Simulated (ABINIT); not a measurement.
A run of ABINIT 10.8.3 (patched build) is set up as follows.

File run.abi:

```
# Pseudopotentials
pp_dirpath "./"
pseudos "Ti.upf, C.upf"

# Structure
acell 5.131995847 5.131995847 5.131995847 Angstrom
rprim
     0.3002142299     0.1733287664     0.9379917670
    -0.3002142299     0.1733287664     0.9379917670
     0.0000000000    -0.3466575329     0.9379917670
ntypat 2
znucl 22 6
natom 3
typat 1 1 2
xred
     0.7545021700     0.7545021700     0.7545021700
     0.2454978300     0.2454978300     0.2454978300
     0.5000000000     0.5000000000     0.5000000000

# Plane-wave basis
ecut 35.0

# k points
kptopt 1
ngkpt 8 8 8
nshiftk 1
shiftk 0.0 0.0 0.0

# Exchange and correlation
ixc 7

# Bands and occupations
nband 18
occopt 3
tsmear 0.00183747

# SCF cycle
nstep 100
tolvrs 1.0e-10

# Output
iomode 3
prtwf 0
prtden 0
prteig 0
prtebands 0
enunit 1
```

Potentials or basis: PseudoDojo NC SR LDA v0.4.1 standard.

Launch:

```console
$ abinit run.abi > log 2>&1
```

Question: Predict the largest force.

Answer: 0.342 eV/Å.

Question: What does it give for the band gap on the k mesh?

Answer: None (metal or under the smearing width).

Forces on the atoms (eV/Å):
```
Ti   0.000  0.000  0.342
Ti   0.000  0.000 -0.342
C    0.000  0.000  0.000
```
